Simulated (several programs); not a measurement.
InSe (R3m) from semi-empirical methods to plane-wave DFT

Measured values to be reproduced:
- volume: 28.85 Å³ an atom (from the lattice constants; in-plane a, hexagonal axes; “High Broad‐Band Photoresponsivity of Mechanically Formed InSe–Graphene van der Waals Heterostructures”; 2015; pmc:4768130)

A 4-atom cell of InSe started from a crystallographic database, relaxed with r2SCAN+rVV10 in Ansatz, was computed with several methods. Space group R3m (No. 160), trigonal; a = 4.021 Å, c = 25.232 Å in the conventional setting, 29.44 Å³ an atom. In has 3 Se at 2.64 Å and 1 In at 2.79 Å; Se has 3 In at 2.64 Å. Calculated for a static, non-magnetic cell.

```cif
data_structure
_symmetry_space_group_name_H-M 'P 1'
_symmetry_Int_Tables_number 1
_cell_length_a 8.7252
_cell_length_b 8.7252
_cell_length_c 8.7252
_cell_angle_alpha 26.645
_cell_angle_beta 26.645
_cell_angle_gamma 26.645
_cell_volume 117.78
loop_
_atom_site_label
_atom_site_type_symbol
_atom_site_fract_x
_atom_site_fract_y
_atom_site_fract_z
_atom_site_occupancy
In1 In 0.00048 0.00048 0.00048 1
In2 In 0.11087 0.11087 0.11087 1
Se1 Se 0.61696 0.61696 0.61696 1
Se2 Se 0.82769 0.82769 0.82769 1
```

Gaps and times are for a single point on this cell; volume and bulk modulus come from each method's own relaxation or energy curve at fixed shape, which is too stiff where a cell has free coordinates or axes. Times are rough, from shared hosts (Arm Neoverse V1; Intel Xeon 6975P-C; NVIDIA H100 80GB HBM3), and each method has its own mesh and cell size. A double dagger marks a value from a curve with shape and coordinates held. A star marks a curve whose lowest point is an end point. PM6 (MOPAC), PM7 (MOPAC), GFN2-xTB (tblite) treat a cluster of cells at its zone centre, which samples few k points: where these miss a band edge, the gap comes out too large for that reason alone. Gaps from k meshes are read at a limited set of points (mesh, symmetry points, PBE's band edges), so each method's own least gap may be somewhat smaller. xTB and the PM methods were fitted mostly to molecules, and can miss a solid's gap by electronvolts. Minimal bases can be far off for gaps. Times of the plane-wave ladder aren't listed, since it ran on unlike processors and cards. Curves at held shape can't give the bulk modulus of a layered or molecular crystal, so none is listed. G0W0 is at finite bands, cutoff and mesh. d marks a direct gap, i an indirect one (no mark: not told apart), a dash a value that wasn't computed or didn't pass its checks.

```json
{"method": "PBE-D3(BJ)", "kind": "semilocal", "gap (eV)": "–", "own volume (Å³/atom)": "29.31", "bulk modulus (GPa)": "–", "atoms computed": "4", "processor time": "–"}
{"method": "r2SCAN+rVV10", "kind": "semilocal", "gap (eV)": "–", "own volume (Å³/atom)": "29.44", "bulk modulus (GPa)": "–", "atoms computed": "4", "processor time": "–"}
{"method": "PBE-D4", "kind": "semilocal", "gap (eV)": "–", "own volume (Å³/atom)": "29.20", "bulk modulus (GPa)": "–", "atoms computed": "4", "processor time": "–"}
{"method": "light PBE (260 eV and a coarse mesh)", "kind": "light plane-wave", "gap (eV)": "0.37 d", "own volume (Å³/atom)": "–", "bulk modulus (GPa)": "–", "atoms computed": "4", "processor time": "3.6 s"}
{"method": "PM6 (MOPAC)", "kind": "semi-empirical", "gap (eV)": "5.48", "own volume (Å³/atom)": "–", "bulk modulus (GPa)": "–", "atoms computed": "cluster", "processor time": "8.5 s"}
{"method": "PBE/single zeta (GPAW)", "kind": "small basis", "gap (eV)": "0.42 d", "own volume (Å³/atom)": "–", "bulk modulus (GPa)": "–", "atoms computed": "4", "processor time": "10 s"}
{"method": "GFN2-xTB (tblite)", "kind": "tight binding", "gap (eV)": "1.48", "own volume (Å³/atom)": "32.77*‡", "bulk modulus (GPa)": "–", "atoms computed": "cluster", "processor time": "22 s"}
{"method": "PBE", "kind": "semilocal", "gap (eV)": "0.40 d", "own volume (Å³/atom)": "–", "bulk modulus (GPa)": "–", "atoms computed": "4", "processor time": "–"}
{"method": "PBE/SZV (CP2K)", "kind": "small basis", "gap (eV)": "0.33 d", "own volume (Å³/atom)": "–", "bulk modulus (GPa)": "–", "atoms computed": "4", "processor time": "44 s"}
{"method": "LDA", "kind": "semilocal", "gap (eV)": "0.17 d", "own volume (Å³/atom)": "–", "bulk modulus (GPa)": "–", "atoms computed": "4", "processor time": "–"}
{"method": "PM7 (MOPAC)", "kind": "semi-empirical", "gap (eV)": "5.63", "own volume (Å³/atom)": "–", "bulk modulus (GPa)": "–", "atoms computed": "cluster", "processor time": "56 s"}
{"method": "r2SCAN", "kind": "semilocal", "gap (eV)": "0.82 d", "own volume (Å³/atom)": "–", "bulk modulus (GPa)": "–", "atoms computed": "4", "processor time": "–"}
{"method": "PBE/DZVP (CP2K)", "kind": "small basis", "gap (eV)": "0.37 d", "own volume (Å³/atom)": "31.25‡", "bulk modulus (GPa)": "–", "atoms computed": "4", "processor time": "85 s"}
{"method": "G0W0@PBE0 (180 eV screening cutoff)", "kind": "many-body", "gap (eV)": "1.62", "own volume (Å³/atom)": "–", "bulk modulus (GPa)": "–", "atoms computed": "4", "processor time": "–"}
{"method": "PBE+SOC", "kind": "semilocal", "gap (eV)": "0.38 d", "own volume (Å³/atom)": "–", "bulk modulus (GPa)": "–", "atoms computed": "4", "processor time": "–"}
{"method": "G0W0@r2SCAN (260 eV screening cutoff)", "kind": "many-body", "gap (eV)": "1.32", "own volume (Å³/atom)": "–", "bulk modulus (GPa)": "–", "atoms computed": "4", "processor time": "–"}
{"method": "G0W0@HSE06 (180 eV screening cutoff)", "kind": "many-body", "gap (eV)": "1.49", "own volume (Å³/atom)": "–", "bulk modulus (GPa)": "–", "atoms computed": "4", "processor time": "–"}
{"method": "LC-ωPBE", "kind": "hybrid", "gap (eV)": "5.43 d", "own volume (Å³/atom)": "–", "bulk modulus (GPa)": "–", "atoms computed": "4", "processor time": "–"}
{"method": "HSE06", "kind": "hybrid", "gap (eV)": "1.14 d", "own volume (Å³/atom)": "–", "bulk modulus (GPa)": "–", "atoms computed": "4", "processor time": "–"}
{"method": "PBE0", "kind": "hybrid", "gap (eV)": "1.71 d", "own volume (Å³/atom)": "–", "bulk modulus (GPa)": "–", "atoms computed": "4", "processor time": "–"}
{"method": "DDH-PBE0", "kind": "hybrid", "gap (eV)": "0.99 d", "own volume (Å³/atom)": "–", "bulk modulus (GPa)": "–", "atoms computed": "4", "processor time": "–"}
{"method": "HSE06+SOC", "kind": "hybrid", "gap (eV)": "1.11 d", "own volume (Å³/atom)": "–", "bulk modulus (GPa)": "–", "atoms computed": "4", "processor time": "–"}
```

Against HSE06 (1.14 eV) and with closed or daggered gaps left aside, the nearest gap at the points sampled is that of HSE06+SOC (-0.03 eV) and the farthest that of PM7 (MOPAC) (+4.49 eV). HSE06 is only a yardstick of convenience, and nearness to it can be luck.

Runs without a result: GFN1-xTB (tblite) (single point), GLLB-SC (GPAW) (single point, out of time).

Comparison with experiment:
- Volume, measured 28.85 Å³ an atom: PBE-D3(BJ) +1.6 %, r2SCAN+rVV10 +2.1 %, PBE-D4 +1.2 %.
The calculations are for a static lattice; samples hold vibrations, temperature and, in optical gaps, excitons. A measured value is shown where most reports agree with it, and only for the quantities listed.

Only the rows marked +SOC include spin-orbit coupling.
